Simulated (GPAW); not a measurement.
The system is Zr.

```
Zr
1.0
     3.23200    0.00000    0.00000
    -1.61600    2.79899    0.00000
     0.00000    0.00000    5.14700
Zr
2
Direct
  0.66667 0.33333 0.75000
  0.33333 0.66667 0.25000
```

```yaml
Program: GPAW 26.7.0
Task: relaxation of cell and atoms
Functional: PBEsol
Dispersion: D3
Potentials_or_basis: PAW data sets generated in the run's folder for this functional
Cutoff: 600 eV
Basis: pw
k_mesh: 8 × 8 × 5
Occupations: fermi-dirac, width 0.05 eV
Spin: no spin polarisation
```

At the start: pressure -6.3 GPa; volume 23.28 Å³/atom.

**Question.** How do energy, volume and symmetry change on relaxing?

**Answer.** Over 7 steps the energy falls by 32.2 meV/atom and the volume is 21.71 Å³/atom (-6.7 %); space group P6_3/mmc (No. 194, to 0.05 Å).

The path:
```tsv
step	energy change (eV)	largest force (eV/Å)	pressure (GPa)	volume (Å³)
1	0.0000	0.0000	-6.30	46.56
2	-0.0305	0.0000	-4.64	45.66
3	-0.0621	0.0000	0.23	43.36
4	-0.0625	0.0000	0.06	43.43
5	-0.0638	0.0000	-0.29	43.55
6	-0.0643	0.0000	-0.25	43.51
7	-0.0644	0.0000	-0.07	43.42
```

Final structure:
```yaml
crystal:
  lattice:
    - [3.13658, 0.00000, 0.00000]
    - [-1.56829, 2.71636, 0.00000]
    - [0.00000, 0.00000, 5.09619]
  atoms:
    - { symbol: Zr, position: [0.66667, 0.33333, 0.75000] }
    - { symbol: Zr, position: [0.33333, 0.66667, 0.25000] }
```

Caveat: later steps reuse the first step's grids; pairwise dispersion overbinds metals, which lowers pressure and volume.
